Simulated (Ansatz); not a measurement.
Crystal: GaAs.

```
Ga As
1.0
     3.60640    0.00000    0.00000
    -1.80320    3.12324    0.00000
     0.00000    0.00000    3.57319
Ga As
1 1
Cartesian
  0.0000 2.0822 1.7866
  0.0000 0.0000 0.0000
```

The cell was built by a generator and needn't be a form met in nature.

* Program: Ansatz 0.2.0
* Task: relaxation of cell and atoms
* Functional: PBEsol
* Potentials or basis: Ansatz PAW
* Cutoff: 420 eV (not typed: the program's choice for these potentials)
* k mesh: 9 × 9 × 8
* Occupations: fermi-dirac, width 0.05 eV
* Spin: no spin polarisation

At the start: volume 20.12 Å³/atom.

Where does the relaxation end?

It ends after 10 steps and the volume is 19.43 Å³/atom (-3.5 %); space group P-6m2 (No. 187, to 0.05 Å).

Step by step:
| step | energy change (eV) | largest force (eV/Å) | volume (Å³) |
| --- | --- | --- | --- |
| 1 | 0.0000 | 0.0000 | 40.25 |
| 2 | -0.0483 | 0.0000 | 37.69 |
| 3 | -0.0635 | 0.0000 | 38.10 |
| 4 | -0.0655 | 0.0000 | 38.80 |
| 5 | -0.0657 | 0.0000 | 38.73 |
| 6 | -0.0658 | 0.0000 | 38.72 |
| 7 | -0.0659 | 0.0000 | 38.75 |
| 8 | -0.0659 | 0.0000 | 38.87 |
| 9 | -0.0659 | 0.0000 | 38.85 |
| 10 | -0.0657 | 0.0000 | 38.85 |

Final structure:
```
CELL_PARAMETERS angstrom
3.70509 0.00000 0.00000
-1.85254 3.20870 0.00000
0.00000 0.00000 3.26791
ATOMIC_POSITIONS crystal
Ga 0.33333 0.66667 0.50000
As 0.00000 0.00000 0.00000
```

Caveat: the plane-wave basis is chosen anew once the cell has moved, so the energies of steps on either side of that aren't comparable; the PAW data sets come from PBE, with cores solved anew for the run's functional, which leaves a small shift of forces and pressure.
